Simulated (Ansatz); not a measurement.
# HfN: under pressure

An exercise on one series of results from a longer session: the logs are not shown, and one member is left open.

Method: DFT PBEsol, scalar-relativistic, plane waves, PAW, in Ansatz 0.2.0.

1 further run of the same task is left out (set aside as unsound or not needed).

## The system as given

Symmetry: Fm-3m, No. 225, cubic system. The conventional cell has a = 4.502 Å, b = 4.502 Å, c = 4.502 Å, α = 90.00°, β = 90.00°, γ = 90.00°. Around Hf (site symmetry m-3m) lie 6 N at 2.25 Å. N (site symmetry m-3m) is surrounded by 6 Hf at 2.25 Å.

As a file:

```
Hf N
1.0
     0.00000    2.25087    2.25087
     2.25087    0.00000    2.25087
     2.25087    2.25087    0.00000
Hf N
1 1
Cartesian
  0.0000 0.0000 0.0000
  2.2509 2.2509 2.2509
```

It goes back to an entry of the Materials Project, which need not be the stable form.

This cell was relaxed beforehand with the same method: volume 11.40 Å³/atom, gap on the mesh none (metal).

The first run:

Input file input.yaml:

```yaml
crystal:
  lattice:
    - [0.0, 2.2719572208, 2.2719572208]
    - [2.2719572208, 0.0, 2.2719572208]
    - [2.2719572208, 2.2719572208, 0.0]
  atoms:
    - { symbol: Hf, position: [0.0, 0.0, 0.0] }
    - { symbol: "N", position: [0.5, 0.5, 0.5] }
basis:
  ecutwfc: 420
kpoints:
  mp_grid: { grid: [16, 16, 16] }
hamiltonian:
  xc: pbesol
scf:
  occupations: { method: gaussian, width: 0.1 }
output:
  forces: true
  stress: true
  eigenvalues: true
relax:
  adjacent_minimum: "off"
  f_tol: 0.008
  max_steps: 50
  cell: { stress_tol: 0.08, p_target: -3.0 }
```

Launch:

```sh
$ ansatz run input.yaml --threads 1 --pin off --max-ram 2560MiB --backend cpu --events-out ev --progress --plain --runs-dir out
```

Steps of the session up to this table: Relaxing at -3 GPa; Relaxing at 3 GPa; 8 GPa; Relaxing at 15 GPa; 30 GPa; 60 GPa.

One of the session's tables, all rows but one given; the rest of the session is left out.

Lengths are those of the vectors of the cell that was run:

| P (GPa) | V (Å³/atom) | a (Å) | b (Å) | c (Å) | ΔH (eV/atom) |
| --- | --- | --- | --- | --- | --- |
| -3 | 11.53 | 3.195 | 3.195 | 3.195 | -0.215 |
| 0 | 11.40 | 3.183 | 3.183 | 3.183 | 0.000 |
| 3 | 11.28 | 3.172 | 3.172 | 3.172 | 0.212 |
| 8 | ? | ? | ? | ? | ? |
| 15 | 10.87 | 3.133 | 3.133 | 3.133 | 1.042 |
| 30 | 10.45 | 3.091 | 3.091 | 3.091 | 2.039 |
| 60 | 9.79 | 3.025 | 3.025 | 3.025 | 3.930 |

Q: Estimate the row for P (GPa) = 8 from the others.

Worked estimate for «V (Å³/atom)». A straight line through the neighbours (3, 11.28) and (15, 10.87) gives 11.28 + (10.87 − 11.28) × (8 − 3) / (15 − 3) = 11.11; a parabola fitted to 4 rows on both sides gives 11.10.

As computed: V (Å³/atom): 11.11; a (Å): 3.155; b (Å): 3.155; c (Å): 3.155; ΔH (eV/atom): 0.562. In «V (Å³/atom)» the line misses by 0.00 and the parabola by -0.01.

ΔH is E + PV over the energy at zero pressure; a, b and c are the vectors of the computed cell. 

Limits of these values: Other structures may take over in this range; these runs cannot find them. The final runs have no spin polarisation, so no magnetic state was tried and one may lie lower.
